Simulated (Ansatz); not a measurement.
**SiC: energy along a strain**

SiC, P6_3mc, a = 3.092 Å, c = 5.074 Å. The compound has several low-lying forms, and this is one of them. Ansatz: PBE, PAW, 420 eV, Γ-centred 12×12×6 mesh on 4 atoms, Gaussian smearing 0.05 eV; no spin polarisation. Cell vectors (Å): 3.092 0.000 0.000; -1.546 2.678 0.000; 0.000 0.000 5.074. The cell is strained by x per cent times the pattern (0 0 0 0 1 0) in the order xx yy zz yz xz xy (engineering shears), with fractional coordinates held. y is the free energy over the start, V0 = 10.502 Å³/atom. Symmetry makes y even in x.

| x (%) | y (meV/atom) |
| --- | --- |
| -2.00 | ? |
| -1.00 | 0.53 |
| 0.00 | 0.00 |
| 0.25 | 0.03 |
| 0.50 | 0.13 |
| 0.75 | 0.29 |
| 1.25 | 0.83 |
| 1.50 | 1.20 |
| 1.75 | 1.63 |

Q: Fit y = c2 x² + c4 x⁴ to the other rows, get the stiffness along the pattern, and predict the missing energy.

A: Least squares on the rows shown. y = 0.5275 x² + 0.001813 x⁴. The clamped-ion stiffness p·C·p = 2 × 5.275 eV × 160.2 / 10.502 Å³ = 161 GPa, which is C55 in these axes. At x = -2.00 the fit asked for gives 2.14 meV/atom. The run gave 2.13 meV/atom, so the fit is 0.01 meV/atom too high, a small miss on the scale of the series.

Cost: 9 runs of about 1.7 core-minutes in all, on Intel Xeon Platinum 8259CL (Skylake/Cascade Lake) (shared hosts).